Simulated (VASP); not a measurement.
Input of a VASP 6.6.1 run:

Contents of POSCAR:

```
RbBr
1.0
    0.0000000000      3.4270000000      3.4270000000
    3.4270000000      0.0000000000      3.4270000000
    3.4270000000      3.4270000000      0.0000000000
Rb Br
1 1
Direct
    0.0000000000      0.0000000000      0.0000000000
    0.5000000000      0.5000000000      0.5000000000
```

Contents of INCAR.step1:

```
  ALGO = Normal
  EDIFF = 1E-8
  ENCUT = 500
  GGA = CA
  ISMEAR = 0
  KPAR = 4
  LASPH = True
  LCHARG = False
  LREAL = False
  LWAVE = True
  NELM = 100
  PREC = Accurate
  SIGMA = 0.01
```

File INCAR.step2:

```
  ALGO = Exact
  EDIFF = 1E-8
  ENCUT = 500
  GGA = CA
  ISMEAR = 0
  ISTART = 1
  KPAR = 4
  LASPH = True
  LCHARG = False
  LOPTICS = True
  LREAL = False
  LWAVE = True
  NBANDS = 343
  NELM = 1
  PREC = Accurate
  SIGMA = 0.01
```

File INCAR.step3:

```
  ALGO = EVGW0
  EDIFF = 1E-8
  ENCUT = 500
  ENCUTGW = 150
  GGA = CA
  ISMEAR = 0
  ISTART = 1
  KPAR = 4
  LASPH = True
  LCHARG = False
  LREAL = False
  LWAVE = False
  NBANDS = 343
  NBANDSGW = 16
  NELMGW = 1
  NOMEGA = 50
  PREC = Accurate
  PRECFOCK = Fast
  SIGMA = 0.01
```

Contents of KPOINTS:

```
k-points
0
Gamma
  4 4 4
```

Potentials or basis: VASP PAW LDA potentials, release 64 (Rb_sv_GW, Br_GW).

Run with:

```sh
$ cat potpaw_LDA.64/Rb_sv_GW/POTCAR potpaw_LDA.64/Br_GW/POTCAR > POTCAR
$ cp INCAR.step1 INCAR
$ mpirun -np 4 vasp_std > vasp.out
$ cp INCAR.step2 INCAR
$ mpirun -np 4 vasp_std > vasp.out
$ cp INCAR.step3 INCAR
$ mpirun -np 4 vasp_std > vasp.out
```

**Question.** Estimate the quasiparticle gap.

**Answer.** 6.74 eV.

**Question.** Estimate the least direct quasiparticle gap.

**Answer.** 6.74 eV.

**Question.** Predict the band gap on the k mesh, mean-field level.

**Answer.** 3.96 eV, direct.

Caveat: bands, screening cutoff and mesh are small and nothing is extrapolated, so the quasiparticle values aren't converged.
